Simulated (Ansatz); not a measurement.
The cell is the one relaxed in the Materials Project (mp-1066480), not relaxed further here; entries there can be hypothetical. The listed cell was then made from it by scaling, straining or moving an atom.

An input for CdTe: DFT, PBEsol, all-electron LAPW, scalar-relativistic (Ansatz 0.2.0).

Command: `ansatz run input.yaml --threads 1 --pin off --max-ram 6144MiB --backend cpu --events-out ev --progress --plain --runs-dir out` The run took 50 s on 1 thread of Intel(R) Xeon(R) 6975P-C (Granite Rapids), with other jobs on the host, peak memory 0.93 GiB.

```yaml
crystal:
  lattice:
    - [3.0238630702, -3.0527848324, 0.0]
    - [3.0238630702, 3.0527848324, 0.0]
    - [0.0, 0.0, 6.0083358012]
  atoms:
    - { symbol: Cd, position: [0.27703, 0.72297, 0.75] }
    - { symbol: Cd, position: [0.72297, 0.27703, 0.25] }
    - { symbol: Te, position: [0.766137, 0.233863, 0.75] }
    - { symbol: Te, position: [0.233863, 0.766137, 0.25] }
kpoints:
  mp_grid: { grid: [9, 9, 6] }
  band_path:
    path:
      - [0.0, 0.0, 0.0]
      - [-0.5, 0.5, 0.0]
      - [-0.4952854913, 0.5047145087, 0.0]
      - [0.4952854913, 0.4952854913, 0.0]
      - [0.0, 0.0, 0.0]
      - [0.0, 0.0, 0.5]
      - [0.4952854913, 0.4952854913, 0.5]
      - [-0.4952854913, 0.5047145087, 0.5]
      - [-0.5, 0.5, 0.5]
    npoints: 5
scf:
  occupations: { method: fermi_dirac, width: 0.05 }
hamiltonian:
  xc: pbesol
  pseudopotentials: { kind: all_electron, lapw: { basis_error: 0.001 } }
output:
  forces: true
  stress: true
  eigenvalues: true
```

The results part of the log:

```
SCF 1 converged in 7 iterations: F = -673943.057247 eV  dr2 = 2.63e-8
NSCF: frozen V_eff on 41 k-points
SCF converged after 7 iterations
Free energy (F): -673943.057247 eV
Harris-Foulkes:  -673943.057247 eV  (|F-HF|=5.47e-9)
Internal energy: -673943.040370 eV  (E = F + TS)
E sigma→0 (E₀):  -673943.048808 eV
Entropy (-TS):   -0.016876 eV (-4.219 meV/atom)
Fermi energy:    11.978162 eV
--- Per-component energies (eV) ---
  E_band       = -3012.458532
  E_kinetic    = 709091.223258
  E_xc         = -17700.054239
  E_electrostatic = -1365334.209389  (all electrons and nuclei)
  E_smearing   = -0.016876  (= −TS)
  E_closure    = 0.000000  (closes the sum)
  E_atoms      = -673932.607226  (free atoms, spherical and without spin; not in F)
  Σ components = -673943.057247   (vs F -673943.057247, Δ=0.00e0)
  Basis errors (estimates in eV, not in F): energy 3.5e-4 per atom: plane waves 3.3e-4 (1.8e-4 summed), levels above the bands 3.6e-66, relativity 1.0e-8, radial functions 1.8e-5, core shells 4.2e-8; eigenvalues (radial functions only) 1.9e-6; not estimated: angular momenta, meshes, grids; target (lapw.basis_error) 1.0e-3; muffin-tin radii Cd 1.511 Å, Te 1.475 Å
--- Forces (eV/Å), atoms counted from 1 ---
  atom   1  Cd     0.00000000     0.05472769     0.00000000
  atom   2  Cd     0.00000000    -0.05472769     0.00000000
  atom   3  Te     0.00000000     0.01812839     0.00000000
  atom   4  Te     0.00000000    -0.01812839     0.00000000
  max |Σ_I F_I| component: 0.00e0 eV/Å
--- Stress (GPa, compression-positive) ---
       -1.533466       0.000000       0.000000
        0.000000      -1.607440       0.000000
        0.000000       0.000000      -1.092956
  P = ⅓ Tr σ = -1.4113 GPa (-14.113 kbar)
--- Band table (eV; the first three rows and the last of 100) ---
  k-point 0: bands = ["-146.6394", "-146.6394", "-96.7438", "-96.7438", "-96.7427", "-96.7427", "-96.7404", "-96.7404", "-90.2131", "-90.2131", "-51.3079", "-51.3077", "-51.3069", "-51.3068", "-51.3065", "-51.3062", "-24.1899", "-24.1897", "-24.1855", "-24.1850", "-24.1835", "-24.1817", "-24.1813", "-24.1811", "-24.1805", "-24.1782", "0.2228", "1.1339", "3.6810", "3.7008", "3.7181", "3.7423", "3.7499", "3.7518", "3.7615", "3.8796", "3.8829", "4.5755", "7.7429", "9.7982", "9.8375", "10.6285", "11.4795", "11.5272", "11.5933", "12.3668", "16.1255", "18.9526", "19.0923", "19.1248", "19.6407", "19.7819", "19.9206"]
  k-point 1: bands = ["-146.6394", "-146.6394", "-96.7438", "-96.7438", "-96.7427", "-96.7427", "-96.7404", "-96.7404", "-90.2131", "-90.2131", "-51.3078", "-51.3077", "-51.3069", "-51.3068", "-51.3065", "-51.3062", "-24.1898", "-24.1897", "-24.1855", "-24.1851", "-24.1834", "-24.1817", "-24.1814", "-24.1811", "-24.1804", "-24.1783", "0.3011", "1.1082", "3.6779", "3.6839", "3.7151", "3.7416", "3.7457", "3.7576", "3.7661", "3.8692", "3.8738", "4.3296", "8.0073", "9.8995", "9.9402", "10.6567", "10.9702", "11.3519", "11.4736", "13.4762", "16.2151", "18.4300", "18.4500", "18.7788", "18.9465", "20.2001", "20.3660"]
  k-point 2: bands = ["-146.6394", "-146.6394", "-96.7438", "-96.7438", "-96.7427", "-96.7427", "-96.7404", "-96.7404", "-90.2131", "-90.2131", "-51.3078", "-51.3078", "-51.3069", "-51.3068", "-51.3064", "-51.3063", "-24.1897", "-24.1896", "-24.1854", "-24.1851", "-24.1830", "-24.1819", "-24.1816", "-24.1812", "-24.1799", "-24.1787", "0.5130", "1.0021", "3.6326", "3.6936", "3.7209", "3.7297", "3.7374", "3.7790", "3.7828", "3.8426", "3.8472", "3.9136", "8.5089", "9.7466", "10.1823", "10.2282", "11.0166", "11.0765", "12.0729", "14.6507", "16.4867", "16.8313", "17.5993", "18.7118", "19.0402", "19.8983", "19.9380"]
  k-point 99: bands = ["-146.6394", "-146.6394", "-96.7438", "-96.7438", "-96.7427", "-96.7427", "-96.7404", "-96.7404", "-90.2131", "-90.2131", "-51.3079", "-51.3079", "-51.3070", "-51.3070", "-51.3063", "-51.3063", "-24.1894", "-24.1894", "-24.1853", "-24.1853", "-24.1827", "-24.1827", "-24.1796", "-24.1796", "-24.1791", "-24.1791", "1.2697", "1.2697", "3.6185", "3.6185", "3.7563", "3.7563", "3.7590", "3.7590", "3.8780", "3.8780", "4.3426", "4.3426", "8.0522", "8.0522", "8.7278", "8.7278", "9.2550", "9.2550", "14.4563", "14.4563", "16.6734", "16.6734", "18.6929", "18.6929", "18.8801", "18.8801", "21.9166"]
```
